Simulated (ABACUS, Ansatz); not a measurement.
## Cost and result for the equilibrium volume of Nb

**What was measured.** The equilibrium volume of Nb (Im-3m) is reported as 17.98 Å³/atom at 291.15 K (a printed reference work). The runs below try to reproduce it.

The structure is cubic, space group Im-3m (No. 229). The conventional cell has a = 3.328 Å, b = 3.328 Å, c = 3.328 Å, α = 90.00°, β = 90.00°, γ = 90.00°. Around Nb (site symmetry m-3m) lie 8 Nb at 2.88 Å.

```tsv
rung	level	program and potentials	cutoff (eV)	k mesh	smearing	task	core time	chip	equilibrium volume (Å³/atom)	miss	notes
GGA	PBE	Ansatz, Ansatz PAW	420	11 × 11 × 11	fermi-dirac 0.05	equation of state	4.9 s	Arm Neoverse V2	18.21	+1.3 %	-
GGA	revPBE	ABACUS, PseudoDojo NC SR 0.5 PBE standard, plane waves	1116	9 × 9 × 9	fermi-dirac 0.05	relaxation of cell and atoms	9.9 s	Intel Xeon 6975P-C Granite Rapids	18.36	+2.1 %	potentials made for PBE
GGA	PBEsol	Ansatz, all-electron LAPW, scalar-relativistic	-	11 × 11 × 11	fermi-dirac 0.05	relaxation of cell and atoms	13 s	Arm Neoverse V1	17.59	-2.2 %	-
meta-GGA	r2SCAN	Ansatz, Ansatz PAW	500	11 × 11 × 11	fermi-dirac 0.05	equation of state	13 s	Arm Neoverse V2	18.09	+0.6 %	potentials made for PBE, which Ansatz adapts in part
GGA	RPBE	Ansatz, all-electron LAPW, scalar-relativistic	-	11 × 11 × 11	fermi-dirac 0.05	relaxation of cell and atoms	25 s	Intel Xeon Skylake/Cascade Lake	18.52	+3.0 %	-
```

Times are single runs on shared hosts and different chips, so they are rough; meshes, cutoffs and the tasks' sizes weigh on the time. All rows: no spin polarisation. Smearing widths are in eV. For a metal such meshes aren't converged. Meshes differ between rows, which moves values too. Meshes are those of the run's cell of 1 atom unless a note names another. Relaxations start from the cell shown or near it and stop with a little pressure left. The cell shown, of 18.43 Å³ an atom, is the runs' start and not the measured value. Misses use the values as printed. Runs on faulty files, with rough fits or with known faults for this quantity aren't shown. No row holds spin-orbit coupling.

By rung: GGA 17.59 to 18.52; meta-GGA 18.09 (Å³/atom). Measured: 17.98 Å³/atom at 291.15 K (a printed reference work). Closest is r2SCAN (+0.6 %), and PBE misses by +1.3 % on plain settings. The runs are for a static lattice, while measurements hold temperature and zero-point motion.
